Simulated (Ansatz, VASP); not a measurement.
**One calculation of HfC, two programs**

```
Hf C
1.0
     0.00000    2.29326    2.29326
     2.29326    0.00000    2.29326
     2.29326    2.29326    0.00000
Hf C
1 1
Direct
  0.00000 0.00000 0.00000
  0.50000 0.50000 0.50000
```

Alike in both runs: task single point; functional r2SCAN; k mesh 6 × 6 × 6; occupations gaussian, width 0.1 eV; no spin polarisation.

```csv
,VASP,Ansatz
version,VASP 6.6.1,Ansatz 0.2.0
potentials or method,"VASP PAW PBE potentials, release 64 (Hf_pv, C)","scalar-relativistic, plane waves, PAW"
plane-wave cutoff (eV),520,500
valence electrons in the cell,14,30
```

Ansatz gave:

| Item | Value |
| --- | --- |
| gap on the k mesh at the Fermi level (eV) | none |
| pressure (GPa) | 9.2 |

Which values does VASP return?

gap on the k mesh at the Fermi level (eV): none; pressure (GPa): 8.3.

A gap of «none» marks a metal or a gap that the smearing closes. The two sets of potentials don't hold the same shells in valence.

Caveats: the k mesh is coarse (spacing up to 0.40 Å⁻¹), so the values aren't converged; the PAW data sets were made with another functional, which shifts forces and pressure a little (VASP). The runs have no spin-orbit coupling, so splittings on Hf are missing.
